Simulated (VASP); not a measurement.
Set up this calculation in VASP 6.6.1, as the native input.

| Item | Value |
| --- | --- |
| Task | relaxation of cell and atoms |
| Functional | PBEsol |
| Potentials or basis | VASP PAW PBE potentials, release 64 (Co, Sn_d) |
| Cutoff | 600 eV |
| k mesh | 9 × 9 × 9 |
| Occupations | methfessel-paxton, width 0.1 eV |
| Spin | no spin polarisation |
| Further INCAR settings | ALGO = Normal; EDIFF = 1e-06; IBRION = 2; EDIFFG = -0.01; NSW = 90; ISIF = 3 |

The structure of CoSn lies in POSCAR:

```
CoSn
1.0
    5.2460399276      0.0000000000      0.0000000000
   -2.6230199638      4.5432038466      0.0000000000
    0.0000000000      0.0000000000      4.1875903000
Co Sn
3 3
Direct
    0.0000000000      0.5000000000      0.0000000000
    0.5000000000      0.5000000000      0.0000000000
    0.5000000000      0.0000000000      0.0000000000
    0.6666666700      0.3333333300      0.5000000000
    0.3333333300      0.6666666700      0.5000000000
    0.0000000000      0.0000000000      0.0000000000
```

The cell is a database's computed one.

These files were run (other wordings do the same):

INCAR

```
SYSTEM = CoSn
  PREC = Accurate
  ENCUT = 600
  EDIFF = 1E-6
  ISMEAR = 1
  SIGMA = 0.1
  LREAL = .False.
  LASPH = .True.
  NELM = 80
  ALGO = Normal
  ISIF = 3
  LWAVE = .False.
  LCHARG = .False.
  GGA = PS
  IBRION = 2
  NSW = 90
  EDIFFG = -0.01
  KPAR = 2
```

KPOINTS

```
regular mesh
0
Gamma
  9 9 9
  0 0 0
```

Potentials or basis: VASP PAW PBE potentials, release 64 (Co, Sn_d).

The run is started by

```sh
$ cat potpaw_PBE.64/Co/POTCAR potpaw_PBE.64/Sn_d/POTCAR > POTCAR
$ mpirun -np 2 vasp_std > vasp.out
```

It gave:

The relaxed volume is 16.39 Å³/atom, the relaxed cell is a = 5.221 Å, b = 5.221 Å, c = 4.166 Å, α = 90.00°, β = 90.00°, γ = 120.00° and the space group after relaxing (to 0.05 Å) is P6/mmm (No. 191). The energy gained by relaxing is 1.6 meV/atom, the ionic steps are 3 and the pressure after relaxing is 0.0 GPa. The band gap on the k mesh is none (metal or under the smearing width).

Caveat: the PAW data sets were made with another functional, which shifts forces and pressure a little.

Wall time 3.9 min on 2 MPI ranks on AMD EPYC 9R45 (Zen 5), with other jobs on the host, peak memory 0.38 GiB a rank.
